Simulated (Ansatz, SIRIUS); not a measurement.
TaN: programs and potentials compared

```
Ta N
1.0
     2.73231    0.00000    0.00000
     0.00000    2.73231    0.00000
     0.00000    0.00000    2.73231
Ta N
1 1
Cartesian
  0.0000 0.0000 0.0000
  1.3662 1.3662 1.3662
```

The cell comes from a database or a generator and needn't be the stable form of this composition.

Alike in all runs: task equation of state; functional PBE; k mesh 10 × 10 × 10; occupations fermi-dirac, width 0.05 eV; no spin polarisation; no spin-orbit coupling.

```csv
program and potentials,plane-wave cutoff (eV),notes,equilibrium volume (Å³/atom),bulk modulus (GPa)
"Ansatz, Ansatz PAW",420,-,?,?
"SIRIUS, all-electron FP-LAPW, apw+lo standard",-,-,10.40,312.0
"Ansatz, Ansatz PAW (earlier soft set)",420,-,10.38,314.9
```

Question: Estimate from the other rows what the run with Ansatz, Ansatz PAW gave.

Answer: Equilibrium volume 10.39 Å³/atom; bulk modulus 314.7 GPa. The other rows, which needn't bracket it: equilibrium volume 10.38 to 10.40; bulk modulus 312.0 to 314.9.
